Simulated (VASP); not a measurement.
Se, 1 atom in the cell. The structure is tetragonal, space group P4/mmm (No. 123). Conventional cell: a = 2.841 Å, b = 2.841 Å, c = 2.811 Å, α = 90.00°, β = 90.00°, γ = 90.00°. Around Se (site symmetry 4/mmm) lie 6 Se at 2.81 to 2.84 Å. The cell was built by a generator and needn't be a form met in nature.

- Program: VASP 6.6.1
- Task: single point
- Functional: PBE
- Potentials or basis: VASP PAW PBE potentials, release 64 (Se)
- Cutoff: 520 eV
- k mesh: 18 × 18 × 20
- Occupations: gaussian, width 0.1 eV
- Spin: no spin polarisation
- Dipole correction: no
- Further INCAR settings: ALGO = Fast; EDIFF = 1e-06; NBANDS = 9

Potentials or basis: VASP PAW PBE potentials, release 64 (Se).

The run is started by

```bash
$ cat potpaw_PBE.64/Se/POTCAR > POTCAR
$ mpirun -np 1 vasp_std > vasp.out
```

Hardware: 1 thread of Intel(R) Xeon(R) Platinum 8259CL CPU @ 2.50GHz (Skylake/Cascade Lake), on a shared host.

Question: Estimate the wall time of this run.

Answer: Wall time 54 s on 1 thread of Intel(R) Xeon(R) Platinum 8259CL CPU @ 2.50GHz (Skylake/Cascade Lake) (shared host), peak memory 0.23 GiB. Counts: scf iterations 10, k points 605.
